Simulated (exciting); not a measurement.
Nb, 1 atom in the cell. The structure is cubic, space group Fm-3m (No. 225). Conventional cell: a = 4.230 Å, b = 4.230 Å, c = 4.230 Å, α = 90.00°, β = 90.00°, γ = 90.00°. Nb (site symmetry m-3m) has 12 Nb at 2.99 Å as nearest neighbours. This isn't the form of Nb at room conditions, which is bcc.

* Program: exciting (release sodium)
* Task: band structure
* Functional: LDA
* Potentials or basis: all-electron LAPW+lo, shipped species files, valence relativity iora*
* rgkmax: 9
* k mesh: 11 × 11 × 11
* Occupations: fermi-dirac, width 0.02 eV
* Spin: no spin polarisation
* outputlevel: low
* gmaxvr (cutoff of density and potential): 14 1/bohr
* lmaxapw (and lmaxmat): 10
* lmaxvr: 8
* nempty: 12
* Valence relativity: iora*
* epsengy: 1e-05 Ha
* epspot: 1e-05 Ha
* maxscl: 60
* Muffin-tin radii: Nb 2.3 bohr

Potentials or basis: all-electron LAPW+lo, shipped species files, valence relativity iora*.

Command:

```console
$ OMP_NUM_THREADS=1 exciting_smp
```

Hardware: 1 thread of Arm Neoverse V2 (shared host).

Question: How long does it take, and how much memory?

Answer: It took 25 s on 1 thread of Arm Neoverse V2, on a shared host, peak memory 0.1 GiB. Counts: scf iterations 11.
